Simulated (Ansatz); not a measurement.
Runs of Ansatz 0.2.0 on TiB2. It takes space group P6/mmm (No. 191, hexagonal). The conventional cell has a = 3.029 Å, b = 3.029 Å, c = 3.228 Å, α = 90.00°, β = 90.00°, γ = 120.00°. Ti (site symmetry 6/mmm) is surrounded by 12 B at 2.38 Å. Around B (site symmetry -6m2) lie 3 B at 1.75 Å. 

| level | share of exact exchange | gap on the mesh (eV) | pressure (GPa) |
| --- | --- | --- | --- |
| r2SCAN0 form with a typed share of exact exchange | 0.35 | none | -7.3 |
| r2SCAN0 form with a typed share of exact exchange | 0 | none | -1.0 |
| r2SCAN0 form with a typed share of exact exchange | 0.15 | none | -3.8 |
| r2SCAN0 | 0.25 | none | (a) |
| r2SCAN0 form with a typed share of exact exchange | 0.5 | none | (b) |
| r2SCAN0 form with a typed share of exact exchange | 0.1 | none | -2.9 |

Alike in all rows: task single point; potentials or basis Ansatz PAW; no spin polarisation; cell as given; k mesh 6 × 6 × 5; cutoff (eV) 500; smearing fermi-dirac 0.05 eV; the mesh is coarse, so values aren't converged.

Question: Fill in the values left out.

Answer: (a) -5.6; (b) -9.7.

Caveats: all runs use coarse meshes; the PAW data sets come from PBE, with cores solved anew for the run's functional, which leaves a small shift of forces and pressure; the thresholds are loose for stress (some runs).

A gap of «none» marks a metal or a gap under the smearing width.
